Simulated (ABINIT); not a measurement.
# ZnSe (Stilleite) (F-43m) in ABINIT: a series of runs

One crystal, ZnSe (Stilleite), is run at these levels: LDA, PBE; tasks: single point, relaxation of cell and atoms.

Program: ABINIT 10.8.3 (patched build). These are calculated values, not measurements. Logs are shortened: lines on timing, memory, paths and dates and some standing lists are left out, and cuts for length are marked. The log counts tension as positive stress, the text compression.

**The experiment to reproduce.**

From “Alloy Disordering Effects on the Thermal Conductivity and Energy Gap Temperature Dependence of Cd1−xZnxSe Ternary Crystals Grown by the Bridgman Method”, 2023, pmc:10253836, for a bulk crystal of ZnSe at 300 K: band gap 2.695 ± 0.003 eV (an exciton energy, a little under the gap).

The results are compared with them further down.

## 1. The crystal as given

The structure is cubic, space group F-43m (No. 216). The conventional cell has a = 5.668 Å, b = 5.668 Å, c = 5.668 Å, α = 90.00°, β = 90.00°, γ = 90.00°. Se (site symmetry -43m) is surrounded by 4 Zn at 2.45 Å. Zn (site symmetry -43m) is surrounded by 4 Se at 2.45 Å.

## 2. Single point, LDA

The input, run.abi:

```
# Pseudopotentials
pp_dirpath "./"
pseudos "Se.upf, Zn.upf"

# Structure
acell 4.0075983931 4.0075983931 4.0075983931 Angstrom
rprim
     0.0000000000     0.7071067812     0.7071067812
     0.7071067812     0.0000000000     0.7071067812
     0.7071067812     0.7071067812     0.0000000000
ntypat 2
znucl 34 30
natom 2
typat 1 2
xred
     0.7500000000     0.7500000000     0.7500000000
     0.0000000000     0.0000000000     0.0000000000

# Plane-wave basis
ecut 39.0

# k points
kptopt 1
ngkpt 6 6 6
nshiftk 1
shiftk 0.0 0.0 0.0

# Exchange and correlation
ixc 7

# Bands and occupations
nband 22
occopt 3
tsmear 0.00183747

# SCF cycle
nstep 100
tolvrs 1.0e-10

# Output
iomode 3
prtwf 0
prtden 0
prteig 0
prtebands 0
enunit 2
```

Potentials or basis: PseudoDojo NC SR LDA v0.4.1 standard.

Launch:

```console
abinit run.abi > log 2>&1
```

run.abo:

```text
.Version 10.8.3 of ABINIT
 Symmetries : space group F-4 3 m (#216); Bravais cF (face-center cubic)
================================================================================
 Values of the parameters that define the memory need of the present run
     intxc =       0    ionmov =       0      iscf =       7    lmnmax =       6
     lnmax =       6     mgfft =      45  mpssoang =       3    mqgrid =    3001
     natom =       2  nloc_mem =       1    nspden =       1   nspinor =       1
    nsppol =       1      nsym =      24    n1xccc =    2501    ntypat =       2
    occopt =       3   xclevel =       1
       mpw =        3593          nfft =       91125          nkpt =          16
================================================================================
================================================================================

--------------------------------------------------------------------------------
------------- Echo of variables that govern the present computation ------------
--------------------------------------------------------------------------------
 -outvars: echo values of preprocessed input variables --------
            acell      7.5732633856E+00  7.5732633856E+00  7.5732633856E+00 Bohr
              amu      7.89600000E+01  6.53900000E+01
             ecut      3.90000000E+01 Hartree
           enunit           2
              ixc           7
         kptrlatt        6    0    0      0    6    0      0    0    6
          kptrlen      4.54395803E+01
            natom           2
            nband          22
            ngfft          45      45      45
             nkpt          16
            nstep         100
             nsym          24
           ntypat           2
           occopt           3
           prtden           0
        prtebands           0
           prteig           0
            prtwf           0
            rprim      0.0000000000E+00  7.0710678120E-01  7.0710678120E-01
                       7.0710678120E-01  0.0000000000E+00  7.0710678120E-01
                       7.0710678120E-01  7.0710678120E-01  0.0000000000E+00
          spgroup         216
           tolvrs      1.00000000E-10
           tsmear      1.83747000E-03 Hartree
            typat      1  2
           xangst      4.2507000001E+00  4.2507000001E+00  4.2507000001E+00
                       0.0000000000E+00  0.0000000000E+00  0.0000000000E+00
            xcart      8.0326588436E+00  8.0326588436E+00  8.0326588436E+00
                       0.0000000000E+00  0.0000000000E+00  0.0000000000E+00
             xred      7.5000000000E-01  7.5000000000E-01  7.5000000000E-01
                       0.0000000000E+00  0.0000000000E+00  0.0000000000E+00
            znucl       34.00000   30.00000

================================================================================

 chkinp: Checking input parameters for consistency.

================================================================================
== DATASET  1 ==================================================================

--- !DatasetInfo
iteration_state: {dtset: 1, }
dimensions: {natom: 2, nkpt: 16, mband: 22, nsppol: 1, nspinor: 1, nspden: 1, mpw: 3593, }
cutoff_energies: {ecut:  39.0, pawecutdg:  -1.0, }
electrons: {nelect:   3.60000000E+01, charge:   0.00000000E+00, occopt:   3.00000000E+00, tsmear:   1.83747000E-03, }
meta: {optdriver: 0, ionmov: 0, optcell: 0, iscf: 7, paral_kgb: 0, }
...

 Exchange-correlation functional for the present dataset will be:
  LDA: Perdew-Wang 92 LSD fit to Ceperley-Alder data - ixc=7
  J.P.Perdew and Y.Wang, PRB 45, 13244 (1992)

 Real(R)+Recip(G) space primitive vectors, cartesian coordinates (Bohr,Bohr^-1):
 R(1)=  0.0000000  5.3551059  5.3551059  G(1)= -0.0933688  0.0933688  0.0933688
 R(2)=  5.3551059  0.0000000  5.3551059  G(2)=  0.0933688 -0.0933688  0.0933688
 R(3)=  5.3551059  5.3551059  0.0000000  G(3)=  0.0933688  0.0933688 -0.0933688
 Unit cell volume ucvol=  3.0713845E+02 bohr^3
 Angles (23,13,12)=  6.00000000E+01  6.00000000E+01  6.00000000E+01 degrees

 getcut: wavevector=  0.0000  0.0000  0.0000  ngfft=  45  45  45
         ecut(hartree)=     39.000   => boxcut(ratio)=   2.06668

--- Pseudopotential description ------------------------------------------------
- pspini: atom type   1  psp file is ./Se.upf
12 -1012 2 -1 1198                            pspcod,pspxc,lmax,lloc,mmax
     nproj     2     2     2

- pspini: atom type   2  psp file is ./Zn.upf
12 -1012 2 -1 1296                            pspcod,pspxc,lmax,lloc,mmax
     nproj     2     2     2

   1.98386612E+03                                ecore*ucvol(ha*bohr**3)
--------------------------------------------------------------------------------

================================================================================

--- !BeginCycle
iteration_state: {dtset: 1, }
solver: {iscf: 7, nstep: 100, nline: 4, wfoptalg: 0, }
tolerances: {tolvrs: 1.00E-10, }
...

     iter   Etot(hartree)      deltaE(h)  residm     vres2
 ETOT  1  -325.99638589434    -3.260E+02 6.499E-01 1.073E+04
 ETOT  2  -327.56507050340    -1.569E+00 1.526E-01 1.879E+04
 ETOT  3  -329.77043334032    -2.205E+00 3.112E-02 2.872E+03
 ETOT  4  -329.99609778369    -2.257E-01 7.963E-03 1.207E+03
 ETOT  5  -330.09583504738    -9.974E-02 3.967E-03 4.140E+02
 ETOT  6  -330.13666174276    -4.083E-02 5.125E-03 1.082E+02
 ETOT  7  -330.14933112564    -1.267E-02 2.823E-03 1.197E+01
 ETOT  8  -330.15086605062    -1.535E-03 6.234E-04 1.088E+00
 ETOT  9  -330.15103480873    -1.688E-04 3.473E-04 1.512E-02
 ETOT 10  -330.15103727577    -2.467E-06 3.995E-05 5.005E-04
 ETOT 11  -330.15103735413    -7.836E-08 2.396E-05 1.240E-05
 ETOT 12  -330.15103735628    -2.151E-09 4.642E-06 9.605E-07
 ETOT 13  -330.15103735648    -1.967E-10 2.796E-06 1.089E-08
 ETOT 14  -330.15103735648    -5.400E-12 5.165E-07 5.605E-10
 ETOT 15  -330.15103735649    -9.038E-12 3.649E-07 1.189E-11

 At SCF step   15       vres2   =  1.19E-11 < tolvrs=  1.00E-10 =>converged.

 Cartesian components of stress tensor (hartree/bohr^3)
  sigma(1 1)=  1.31789602E-04  sigma(3 2)=  0.00000000E+00
  sigma(2 2)=  1.31789602E-04  sigma(3 1)=  0.00000000E+00
  sigma(3 3)=  1.31789602E-04  sigma(2 1)=  0.00000000E+00

--- !ResultsGS
iteration_state: {dtset: 1, }
comment   : Summary of ground state results
lattice_vectors:
- [  0.0000000,   5.3551059,   5.3551059, ]
- [  5.3551059,   0.0000000,   5.3551059, ]
- [  5.3551059,   5.3551059,   0.0000000, ]
lattice_lengths: [   7.57326,    7.57326,    7.57326, ]
lattice_angles: [ 60.000,  60.000,  60.000, ] # degrees, (23, 13, 12)
lattice_volume:   3.0713845E+02
convergence: {deltae: -9.038E-12, res2:  1.189E-11, residm:  3.649E-07, diffor: null, }
etotal    :  -3.30151037E+02
entropy   :   0.00000000E+00
fermie    :   1.37052047E-01
cartesian_stress_tensor: # hartree/bohr^3
- [  1.31789602E-04,   0.00000000E+00,   0.00000000E+00, ]
- [  0.00000000E+00,   1.31789602E-04,   0.00000000E+00, ]
- [  0.00000000E+00,   0.00000000E+00,   1.31789602E-04, ]
pressure_GPa:  -3.8774E+00
xred      :
- [  7.5000E-01,   7.5000E-01,   7.5000E-01, Se]
- [  0.0000E+00,   0.0000E+00,   0.0000E+00, Zn]
cartesian_forces: # hartree/bohr
- [ -0.00000000E+00,  -0.00000000E+00,  -0.00000000E+00, ]
- [ -0.00000000E+00,  -0.00000000E+00,  -0.00000000E+00, ]
force_length_stats: {min:   0.00000000E+00, max:   0.00000000E+00, mean:   0.00000000E+00, }
...

 Integrated electronic density in atomic spheres:
 ------------------------------------------------
 Atom  Sphere_radius  Integrated_density
    1        2.00000         13.25904618
    2        2.00000         18.13622156
================================================================================

 ----iterations are completed or convergence reached----

 Mean square residual over all n,k,spin=   20.109E-10; max=  36.495E-08
 reduced coordinates (array xred) for    2 atoms
       0.750000000000      0.750000000000      0.750000000000
       0.000000000000      0.000000000000      0.000000000000
 rms dE/dt=  0.0000E+00; max dE/dt=  0.0000E+00; dE/dt below (all hartree)
    1       0.000000000000      0.000000000000      0.000000000000
    2       0.000000000000      0.000000000000      0.000000000000

 cartesian coordinates (angstrom) at end:
    1      4.25070000013085     4.25070000013085     4.25070000013085
    2      0.00000000000000     0.00000000000000     0.00000000000000

 cartesian forces (hartree/bohr) at end:
    1     -0.00000000000000    -0.00000000000000    -0.00000000000000
    2     -0.00000000000000    -0.00000000000000    -0.00000000000000
 frms,max,avg= 0.0000000E+00 0.0000000E+00   0.000E+00  0.000E+00  0.000E+00 h/b

 cartesian forces (eV/Angstrom) at end:
    1     -0.00000000000000    -0.00000000000000    -0.00000000000000
    2     -0.00000000000000    -0.00000000000000    -0.00000000000000
 frms,max,avg= 0.0000000E+00 0.0000000E+00   0.000E+00  0.000E+00  0.000E+00 e/A
 length scales=  7.573263385587  7.573263385587  7.573263385587 bohr
              =  4.007598393100  4.007598393100  4.007598393100 angstroms
 Fermi (or HOMO) energy (hartree) =   0.13705   Average Vxc (hartree)=  -0.37952
 Eigenvalues (hartree) for nkpt=  16  k points:
 kpt#   1, nband= 22, wtk=  0.00463, kpt=  0.0000  0.0000  0.0000 (reduced coord)
  -4.45743   -2.78967   -2.78967   -2.78967   -1.61241   -1.61241   -1.61241   -1.61222
  -1.61222   -0.37238   -0.12735   -0.12735   -0.12735   -0.11410   -0.11410    0.11713
   0.11713    0.11713    0.15489    0.32728    0.32728    0.32728
      occupation numbers for kpt#   1
   2.00000    2.00000    2.00000    2.00000    2.00000    2.00000    2.00000    2.00000
   2.00000    2.00000    2.00000    2.00000    2.00000    2.00000    2.00000    1.99996
   1.99996    1.99996    0.00012    0.00000    0.00000    0.00000
 prteigrs : prtvol=0 or 1, do not print more k-points.

 Fermi (or HOMO) energy (eV) =   3.72938   Average Vxc (eV)= -10.32719
 Eigenvalues (   eV  ) for nkpt=  16  k points:
 kpt#   1, nband= 22, wtk=  0.00463, kpt=  0.0000  0.0000  0.0000 (reduced coord)
-121.29290  -75.91069  -75.91069  -75.91069  -43.87602  -43.87602  -43.87602  -43.87073
 -43.87073  -10.13286   -3.46540   -3.46540   -3.46540   -3.10482   -3.10482    3.18724
   3.18724    3.18724    4.21489    8.90569    8.90569    8.90569
 prteigrs : prtvol=0 or 1, do not print more k-points.

--- !EnergyTerms
iteration_state     : {dtset: 1, }
comment             : Components of total free energy in Hartree
kinetic             :  1.70473217701687E+02
hartree             :  1.24781618215331E+02
xc                  : -4.60039277439775E+01
Ewald energy        : -1.64371564725863E+02
psp_core            :  6.45919173289638E+00
local_psp           : -3.22524739262091E+02
non_local_psp       : -9.89648332510220E+01
internal            : -3.30151037333039E+02
'-kT*entropy'       : -2.34531890679761E-08
total_energy        : -3.30151037356492E+02
total_energy_eV     : -8.98386739701880E+03
band_energy         : -4.35004121003615E+01
...

 Cartesian components of stress tensor (hartree/bohr^3)
  sigma(1 1)=  1.31789602E-04  sigma(3 2)=  0.00000000E+00
  sigma(2 2)=  1.31789602E-04  sigma(3 1)=  0.00000000E+00
  sigma(3 3)=  1.31789602E-04  sigma(2 1)=  0.00000000E+00

-Cartesian components of stress tensor (GPa)         [Pressure= -3.8774E+00 GPa]
- sigma(1 1)=  3.87738395E+00  sigma(3 2)=  0.00000000E+00
- sigma(2 2)=  3.87738395E+00  sigma(3 1)=  0.00000000E+00
- sigma(3 3)=  3.87738395E+00  sigma(2 1)=  0.00000000E+00

== END DATASET(S) ==============================================================
================================================================================

 -outvars: echo values of variables after computation  --------
            acell      7.5732633856E+00  7.5732633856E+00  7.5732633856E+00 Bohr
           etotal     -3.3015103736E+02
            fcart     -0.0000000000E+00 -0.0000000000E+00 -0.0000000000E+00
                      -0.0000000000E+00 -0.0000000000E+00 -0.0000000000E+00
            rprim      0.0000000000E+00  7.0710678120E-01  7.0710678120E-01
                       7.0710678120E-01  0.0000000000E+00  7.0710678120E-01
                       7.0710678120E-01  7.0710678120E-01  0.0000000000E+00
           strten      1.3178960163E-04  1.3178960163E-04  1.3178960163E-04
                       0.0000000000E+00  0.0000000000E+00  0.0000000000E+00
           xangst      4.2507000001E+00  4.2507000001E+00  4.2507000001E+00
                       0.0000000000E+00  0.0000000000E+00  0.0000000000E+00
             xred      7.5000000000E-01  7.5000000000E-01  7.5000000000E-01
                       0.0000000000E+00  0.0000000000E+00  0.0000000000E+00
 Calculation completed.
```

It took 48 s on 1 thread of Intel Xeon Platinum 8488C (Sapphire Rapids), shared host; peak memory 0.09 GiB.

What came out:

```
Free energy                                           : -8983.8674 eV
Pressure                                              : -3.9 GPa
Band gap on the k mesh                                : 1.03 eV, direct
Valence electrons inside the program's atomic spheres : Se 13.26; Zn 18.14
```

## 3. Single point, PBE, spin-orbit coupling, no magnetisation

The input, run.abi:

```
pp_dirpath "./"
pseudos "Se.GGA_PBE-JTH.xml, Zn.GGA_PBE-JTH.xml"

acell 3*1.0 Angstrom
rprim
     0.0000000000     2.8338000000     2.8338000000
     2.8338000000     0.0000000000     2.8338000000
     2.8338000000     2.8338000000     0.0000000000
ntypat 2
znucl 34 30
natom 2
typat 1 2
xred
     0.7500000000     0.7500000000     0.7500000000
     0.0000000000     0.0000000000     0.0000000000

ecut 435.382180 eV
pawecutdg 32.0

kptopt 4
ngkpt 6 6 6
nshiftk 1
shiftk 0.0 0.0 0.0

ixc 11

nband 26
occopt 3
tsmear 0.05 eV

nspinor 2
nspden 1
pawspnorb 1

nstep 100
tolvrs 1.0e-9

iomode 3
prtwf 0
prteig 0
prtebands 0
enunit 2
prtden 1
prtvha 1
prtvclmb 1
prtpot 1
```

Potentials or basis: JTH PAW PBE v2.0.

Launch:

```console
abinit run.abi > log 2>&1
```

Run time: 3.1 min. Hardware: 1 thread of Intel Xeon at 2.50GHz (Skylake/Cascade Lake), shared host; peak memory 0.12 GiB.

It converged, with:

* Free energy: -2012.0336 eV
* Band gap on the k mesh: 1.16 eV, direct
* Valence electrons inside the program's atomic spheres: Se 4.02; Zn 10.76

Levels at points of the mesh, in eV from the valence-band top:
```
           k point  band 15  band 16  band 17  band 18  band 19  band 20  band 21  band 22
(0.00, 0.00, 0.00)     0.00     0.00     0.00     0.00     1.16     1.16     5.57     5.57
(0.50, 0.00, 0.00)    -1.11    -1.11    -0.88    -0.88     2.41     2.41     6.22     6.22
(0.50, 0.50, 0.00)    -2.40    -2.40    -2.23    -2.23     2.86     2.86     3.32     3.32
```

Caveat: the cutoff is too short for stress, so the log's stress isn't used.

[end of part 1 of 2]
